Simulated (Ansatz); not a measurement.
## B6As (R-3m)

Method: DFT PBEsol, scalar-relativistic, plane waves, PAW in Ansatz 0.2.0.

Settings: cutoff 420 eV, Γ-centred mesh 6×6×6 on the computed 14-atom cell, Gaussian smearing of 0.02 eV; no spin polarisation.

The structure is relaxed at this level of theory with its symmetry kept. Whether it is the stable form of this composition wasn't checked.

```cif
data_structure
_symmetry_space_group_name_H-M 'R-3m:H'
_symmetry_Int_Tables_number 166
_cell_length_a 6.1228
_cell_length_b 6.1228
_cell_length_c 11.8437
_cell_angle_alpha 90.000
_cell_angle_beta 90.000
_cell_angle_gamma 120.000
_cell_volume 384.52
loop_
_atom_site_label
_atom_site_type_symbol
_atom_site_symmetry_multiplicity
_atom_site_Wyckoff_symbol
_atom_site_fract_x
_atom_site_fract_y
_atom_site_fract_z
_atom_site_occupancy
B1 B 18 h 0.23032 0.46065 0.78534 1
B2 B 18 h 0.51640 0.48360 0.30539 1
As1 As 6 c 0.33333 0.66667 0.26747 1
```

Formation energy from the elements' standard states (uncorrected)?

-0.171 eV/atom.

Kohn–Sham band gap?

2.62 eV, indirect from (-0.010, -0.010, 0.193) to L.

Löwdin character of the top 1 eV of the valence band?

B 2p 78 %, As 4p 16 %.

Löwdin character of the lowest 1 eV of the conduction band?

B 2p 50 %, As 4p 31 %, B 2s 8 %, unprojected 5 %.

Electron masses at the edge by Cartesian direction of the standard setting (m_e; degenerate bands sorted by energy; no spin-orbit coupling)?

x: 0.58; y: 0.43; z: 0.21.

Hole masses at the edge by Cartesian direction of the standard setting (m_e; degenerate bands sorted by energy; no spin-orbit coupling)?

x: 0.75; y: 2.1; z: 0.44.

Bulk modulus?

187 GPa.

Its pressure derivative?

3.6.

Electronic dielectric constant xx, yy, zz of the standard setting (independent particles)?

8.1, 8.1, 8.7.